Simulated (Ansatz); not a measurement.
**PbO (WC-type structure)**

Computed with Ansatz (plane waves, PAW, 420 eV cutoff): PBE, scalar-relativistic, no spin polarisation, Γ-centred 12×12×10 mesh, 0.05 eV Gaussian smearing; PAW files: Ansatz's generated set soft_2.

```
Pb O
1.0
     3.56787    0.00000    0.00000
    -1.78394    3.08987    0.00000
     0.00000    0.00000    3.29511
Pb O
1 1
Cartesian
  0.0000 0.0000 0.0000
  1.7839 1.0300 1.6476
```

The start was a prototype's sites filled with these elements. The Crystallography Open Database lists the compound in space groups Pbcm, P4/nmm, so this is a trial structure.

Cell and atoms are those of this level's equilibrium.

The cell has space group P-6m2 (read at 0.01 Å). In it the stress is 0.03, 0.03, 0.00, 0.00, 0.00, 0.00 GPa and the largest force component 0.000 eV/Å. Each change below starts from this cell, without further relaxation. Stress is in GPa, positive in compression, in the order xx, yy, zz, yz, xz, xy; energies are counted from the cell above and are free energies with the smearing's entropy, which match forces and stress in a metal.

Task: What happens when atom 2 (O) is moved by 0.08 Å along x?

Result: The energy changes by 3.6 meV per cell, and the force on it along the shift is -0.091 eV/Å (−F/u = 1.14 eV/Å²). Stress: 0.11, 0.17, 0.16, 0.00, 0.00, 0.54.
```tsv
atom	Fx (eV/Å)	Fy	Fz
Pb1	0.091	0.007	0.000
O2	-0.091	-0.007	0.000
```
In a harmonic crystal the energy would rise by −½F·u = ½ × 1.14 × 0.08² eV = 3.6 meV, which matches.

Task: What happens when atom 1 (Pb) is moved by 0.20 Å along x?

Result: The energy changes by 22.6 meV per cell, and the force on it along the shift is -0.223 eV/Å (−F/u = 1.11 eV/Å²). Stress: 0.55, 0.89, 0.99, 0.00, 0.00, -1.18. The gap on the mesh goes from zero (metallic) to 0.06 eV (close to the smearing width).
| atom | Fx (eV/Å) | Fy | Fz |
| --- | --- | --- | --- |
| Pb1 | -0.223 | 0.039 | 0.000 |
| O2 | 0.223 | -0.039 | 0.000 |
In a harmonic crystal the energy would rise by −½F·u = ½ × 1.11 × 0.20² eV = 22.3 meV, which matches.

Task: What stress follows from an engineering strain of 1 % in yy, atoms carried along?

Result: -0.75, -0.94, -0.46, 0.00, 0.00, 0.00 GPa; the energy changes by 1.0 meV per cell.
```
atom  Fx (eV/Å)      Fy     Fz
 Pb1      0.000   0.017  0.000
  O2      0.000  -0.017  0.000
```
The change of the stress over the strain gives a clamped-atom stiffness of about 97 GPa for this component, a secant value that lies under the elastic constant in tension and over it in compression, by several per cent for each per cent of strain.
In a harmonic crystal the energy would rise by V(½Cε² − σ₀ε), with σ₀ the stress of the unstrained cell, = 1.0 meV, which matches.

Task: What stress follows from an engineering strain of 2 % in xy, atoms carried along?

Result: 0.03, 0.07, 0.00, 0.00, 0.00, -0.18 GPa; the energy changes by 0.4 meV per cell.
```
atom  Fx (eV/Å)      Fy     Fz
 Pb1     -0.031  -0.001  0.000
  O2      0.031   0.001  0.000
```
The change of the stress over the strain gives a clamped-atom stiffness of about 9.2 GPa for this component.

Task: All atoms and the cell are disturbed at random:
```xyz
2
Lattice="3.5867 0.0121 -0.0029 -1.7829 3.0850 -0.0033 -0.0027 -0.0050 3.2351" Properties=species:S:1:pos:R:3 pbc="T T T"
Pb    0.0222    0.0804    0.0762
O     1.7733    0.9535    1.5384
```
Give the energy change, the stress and the forces.

Result: 10.8 meV per cell; stress 0.42, 1.79, 5.50, 0.63, 0.34, -0.35 GPa. The gap on the mesh goes from zero (metallic) to 0.16 eV.
```tsv
atom	Fx (eV/Å)	Fy	Fz
Pb1	-0.068	-0.264	0.204
O2	0.068	0.264	-0.204
```

Task: All atoms and the cell are disturbed at random:
```xyz
2
Lattice="3.6182 0.0145 -0.0264 -1.7965 3.0455 -0.0071 -0.0244 -0.0217 3.2918" Properties=species:S:1:pos:R:3 pbc="T T T"
Pb   -0.0327    0.0381   -0.0608
O     1.8338    0.9759    1.6867
```
Give the energy change, the stress and the forces.

Result: -6.3 meV per cell; stress -0.48, 0.80, 1.08, -0.28, 0.39, 0.35 GPa. The gap on the mesh goes from zero (metallic) to 0.15 eV.
```
atom  Fx (eV/Å)      Fy      Fz
 Pb1      0.071  -0.125  -0.231
  O2     -0.071   0.125   0.231
```

Spin–orbit coupling, which matters for such heavy elements, is left out. A displaced or strained copy of the relaxed cell lay 3.2 meV/atom lower, so the structure isn't a true minimum at this level, unless the mesh, which matters in a metal, makes it so.
